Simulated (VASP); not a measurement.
PtSe₂ (strained 1T (CdI2) bulk): one PBE single-point calculation in two programs

```cif
data_structure
_symmetry_space_group_name_H-M 'P 1'
_symmetry_Int_Tables_number 1
_cell_length_a 3.8405
_cell_length_b 3.8405
_cell_length_c 4.9607
_cell_angle_alpha 90.000
_cell_angle_beta 90.000
_cell_angle_gamma 120.000
_cell_volume 63.37
loop_
_atom_site_label
_atom_site_type_symbol
_atom_site_fract_x
_atom_site_fract_y
_atom_site_fract_z
_atom_site_occupancy
Pt1 Pt 0.00000 0.00000 0.00000 1
Se1 Se 0.33333 0.66667 0.25031 1
Se2 Se 0.66667 0.33333 0.74969 1
```

Each program uses its own PAW datasets. VASP's cell holds 22 valence electrons and Ansatz's 50. Ansatz's stress includes a Pulay correction; VASP's doesn't.

Cutoffs: 520 eV in VASP, 420 eV in Ansatz. k meshes: 12×12×6 and 12×12×6.

```tsv
	VASP	Ansatz
gap between bands v and c	-0.53 eV (bands overlap: a metal)	-0.52 eV (bands overlap: a metal)
least direct gap	0.44 eV	0.45 eV
pressure	0.3 GPa	0.3 GPa
largest force	0.15 eV/Å	0.15 eV/Å
```

Band v is the last that the valence electrons fill when counted band by band, and c is the next. Levels in eV from the top of v, Ansatz:

```csv
point,v−1,v,c,c+1
Γ,-1.62,0.00,0.76,0.76
M,-3.78,-3.34,0.08,1.76
K,-2.30,-2.30,-0.49,-0.49
A,-2.09,-2.09,1.64,1.64
L,-3.32,-1.65,0.37,0.74
H,-2.90,-2.90,1.49,1.49
```

VASP:

```tsv
point	v−1	v	c	c+1
Γ	-1.61	0.00	0.75	0.75
M	-3.78	-3.34	0.07	1.75
K	-2.30	-2.30	-0.50	-0.50
A	-2.09	-2.09	1.63	1.63
L	-3.32	-1.65	0.37	0.73
H	-2.90	-2.90	1.48	1.48
```

Forces (eV/Å), VASP:

```
atom     Fx     Fy      Fz
  Pt  0.000  0.000   0.000
  Se  0.000  0.000   0.153
  Se  0.000  0.000  -0.153
```

Ansatz:

```csv
atom,Fx,Fy,Fz
Pt,0.000,0.000,0.000
Se,0.000,0.000,0.150
Se,0.000,0.000,-0.150
```
